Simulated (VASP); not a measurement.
System: CeO₂ (fluorite type, first atom moved by 0.06 Å along [111]), 3 atoms in the cell.

```yaml
crystal:
  lattice:
    - [0.00000, 2.73000, 2.73000]
    - [2.73000, 0.00000, 2.73000]
    - [2.73000, 2.73000, 0.00000]
  atoms:
    - { symbol: Ce, position: [0.00634, 0.00634, 0.00634] }
    - { symbol: O, position: [0.25000, 0.25000, 0.25000] }
    - { symbol: O, position: [0.75000, 0.75000, 0.75000] }
```
Lattice in Å, positions in fractions of it.

Code and potentials: VASP, Ce/O, 520 eV. Settings: k-mesh 4×4×4 Γ-centred; Fermi–Dirac smearing of 0.05 eV; no spin polarisation; no spin–orbit coupling. For HSE06: HFSCREEN = 0.208; HFRCUT = 0; PRECFOCK = Normal.

Plain PBE gives:

| Quantity | Value |
| --- | --- |
| Pressure | 0.61 GPa |
| Gap on the mesh | 1.88 eV |

```json
{"atom": "Ce1", "Fx (eV/Å)": "-0.222", "Fy (eV/Å)": "-0.222", "Fz (eV/Å)": "-0.222"}
{"atom": "O2", "Fx (eV/Å)": "0.121", "Fy (eV/Å)": "0.121", "Fz (eV/Å)": "0.121"}
{"atom": "O3", "Fx (eV/Å)": "0.101", "Fy (eV/Å)": "0.101", "Fz (eV/Å)": "0.101"}
```

What changes under HSE06?

The pressure falls by 7.32 GPa to -6.71 GPa; the gap goes up by 1.56 eV to 3.44 eV; the forces move by 41 meV/Å (rms):

```csv
atom,Fx (eV/Å),Fy (eV/Å),Fz (eV/Å)
Ce1,-0.189,-0.189,-0.189
O2,0.102,0.102,0.102
O3,0.087,0.087,0.087
```

VASP prints the stress at a fixed plane-wave basis, so it holds the Pulay stress of this cutoff.

A gap read on the mesh is an upper bound of this method's gap, since the mesh can miss a band edge. The k-mesh is modest, so these values aren't fully converged in k. Spin–orbit coupling is left out; with heavy elements it can shift the gap and split levels by tenths of an eV. Potentials made with PBE were used with another functional (at least in: VASP, Ce/O, 520 eV (HSE06)). Semilocal functionals give gaps that mostly lie well below measured ones.
